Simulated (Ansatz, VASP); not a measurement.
## One calculation of ZnO, two programs

POSCAR

```
ZnO
1.0
    0.0000000000      2.1999660489      2.1999660489
    2.1999660489      0.0000000000      2.1999660489
    2.1999660489      2.1999660489      0.0000000000
Zn O
1 1
Direct
    0.0000000000      0.0000000000      0.0000000000
    0.5000000000      0.5000000000      0.5000000000
```

Contents of INCAR.step1:

```
SYSTEM = ZnO
PREC = Accurate
ENCUT = 520
ISMEAR = 0
SIGMA = 0.05
LREAL = .FALSE.
LASPH = .TRUE.
NELM = 80
NBANDS = 16
GGA = PE
ALGO = Normal
EDIFF = 1E-4
LWAVE = .TRUE.
LCHARG = .FALSE.
```

File INCAR.step2:

```
SYSTEM = ZnO
PREC = Accurate
ENCUT = 520
EDIFF = 1E-6
ISMEAR = 0
SIGMA = 0.05
LREAL = .FALSE.
LASPH = .TRUE.
NELM = 80
ALGO = Normal
ISIF = 2
LWAVE = .FALSE.
LCHARG = .TRUE.
METAGGA = R2SCAN
LMIXTAU = .TRUE.
LELF = .TRUE.
LVHAR = .TRUE.
NBANDS = 16
ISTART = 1
```

The input KPOINTS:

```
regular mesh
0
G
  14 14 14
  0 0 0
```

Input for Ansatz:

```yaml
crystal:
  lattice:
    - [0.0, 2.1999660489, 2.1999660489]
    - [2.1999660489, 0.0, 2.1999660489]
    - [2.1999660489, 2.1999660489, 0.0]
  atoms:
    - { symbol: Zn, position: [0.0, 0.0, 0.0] }
    - { symbol: O, position: [0.5, 0.5, 0.5] }
basis:
  ecutwfc: 500
kpoints:
  mp_grid: { grid: [14, 14, 14] }
hamiltonian:
  xc: r2scan
scf:
  occupations: { method: gaussian, width: 0.05 }
output:
  forces: true
  stress: true
  eigenvalues: true
```

Alike in both runs: task single point; functional r2SCAN; k mesh 14 × 14 × 14; occupations gaussian, width 0.05 eV; no spin polarisation.

```csv
,VASP,Ansatz
version,VASP 6.6.1,Ansatz 0.2.0
potentials or method,"VASP PAW PBE potentials, release 64 (Zn, O)","scalar-relativistic, plane waves, PAW"
plane-wave cutoff (eV),520,500
valence electrons in the cell,18,18
```

|  | VASP | Ansatz | Ansatz less VASP |
| --- | --- | --- | --- |
| gap on the k mesh at the Fermi level (eV) | 1.12 | 1.14 | +0.018 |
| least direct gap on the mesh (eV) | 2.22 | 2.24 | +0.019 |
| pressure (GPa) | -13.5 | -14.4 | -0.96 |

Caveats: the PAW data sets were made with another functional, which shifts forces and pressure a little (VASP). A k mesh can miss the band edges.
